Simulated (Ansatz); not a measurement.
# Bi: the change of pressure with volume per atom

All results are calculated (Ansatz 0.2.0 development build). Equation of state of a cubic crystal from periodic Kohn-Sham density functional theory without spin; pressure corrected for the finite basis.

Cell of the first row (space group Fm-3m, No. 225):
```
Bi
1.0
      0.0000     2.4625     2.4625
      2.4625     0.0000     2.4625
      2.4625     2.4625     0.0000
Bi
1
Direct
  0.00000 0.00000 0.00000
```

Settings of every row: formula Bi; structure type fcc; functional PBE; spin treatment none; k mesh 19x19x19; occupation method fermi-dirac; occupation width 0.061225619 eV; wave cutoff 500 eV; datasets hand-made PAW; density cutoff ratio 4.

Limits: a cubic model structure, not a phase known at ambient conditions; no spin-orbit coupling with 6p elements; the SCF threshold is loose for a stress in some rows.

```
row  volume per atom (Å³)  pressure (GPa)  energy above lowest point (meV/atom)
  1                29.865           3.724                                 21.33
  2                  30.5           2.365                                  9.31
  3                31.135           1.153                                  2.38
  4                31.771               ?                                     ?
  5                32.406          -0.919                                  1.73
  6                33.042          -1.804                                  7.16
  7                33.677          -2.595                                 15.91
```

Question: what pressure should row 4 give?

Worked fit of pressure. Take u = (V_r/V)^(2/3) − 1 with V_r = 31.77 Å³ an atom, which is twice the finite (Eulerian) strain; such expansions in the strain, on which the Birch-Murnaghan equation of state is built, carry the rest volume and the bulk modulus. The shown rows have u = 0.04208, 0.02757, 0.01355, -0.01313, -0.02583, -0.03812. Least squares give pressure = 0.0612 + 77.506 × u + 214.99 × u² + 268 × u³ GPa; a parabola predicts inner rows, each left out in turn, worse (root mean square 0.0066 against 0.0035 GPa). The rows lie off it by 0.001, -0.002, 0.001, 0.001, -0.002, 0.001. The pressure vanishes at u = -0.0008, or V = 31.81 Å³ an atom, and there the bulk modulus at fixed shape and fractions is B = −V dP/dV = (2/3)(1 + u) dP/du = 51.4 GPa. The withheld row has u = -2e-05, so the fit gives 0.0612 + 77.506 × (-2e-05) + 214.99 × (-2e-05)² + 268 × (-2e-05)³ = 0.060 GPa.

The calculation gave 0.064 GPa. The fit lies 0.004 GPa (6.3 % of the value, 0.063 % of the column's range) below it; its largest miss of a shown row is 0.002 GPa.

The other values of row 4: energy above lowest point 0 meV/atom.
